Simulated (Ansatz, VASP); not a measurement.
BP2 in VASP and in Ansatz

```
B P
1.0
     3.12028    0.00000    0.00000
     0.00000    3.12028    0.00000
     0.00000    0.00000    9.25790
B P
2 4
Direct
  0.00000 0.50000 0.59343
  0.50000 0.00000 0.40657
  0.50000 0.50000 0.00000
  0.00000 0.00000 0.00000
  0.50000 0.00000 0.61940
  0.00000 0.50000 0.38060
```

Change from the starting cell: species swapped into the ErSe2 type (P4/nmm, No. 129).

Alike in both runs: functional PBE; k mesh 12 × 12 × 4; occupations gaussian, width 0.1 eV; no spin polarisation.

Ansatz relaxed the structure, and its values are those at the end. VASP's run is a single point on that final structure, the one shown.

|  | VASP | Ansatz |
| --- | --- | --- |
| version | VASP 6.6.1 | Ansatz 0.2.0 |
| potentials or method | VASP PAW PBE potentials, release 64 (B, P) | scalar-relativistic, plane waves, PAW |
| plane-wave cutoff (eV) | 520 | 420 |
| valence electrons in the cell | 26 | 26 |

```tsv
	VASP	Ansatz	Ansatz less VASP
gap on the k mesh at the Fermi level (eV)	none	none	-
pressure (GPa)	-0.3	0.0	+0.26
rms of the force components (eV/Å)	0.004	0.001	-0.0034
```

A gap of «none» marks a metal or a gap that the smearing closes. With one functional, cell and mesh, what is left measures potentials, basis and numerics.

Caveats: this functional lacks dispersion, which binds the layers, so the pressure and a relaxed spacing across them are unreliable.
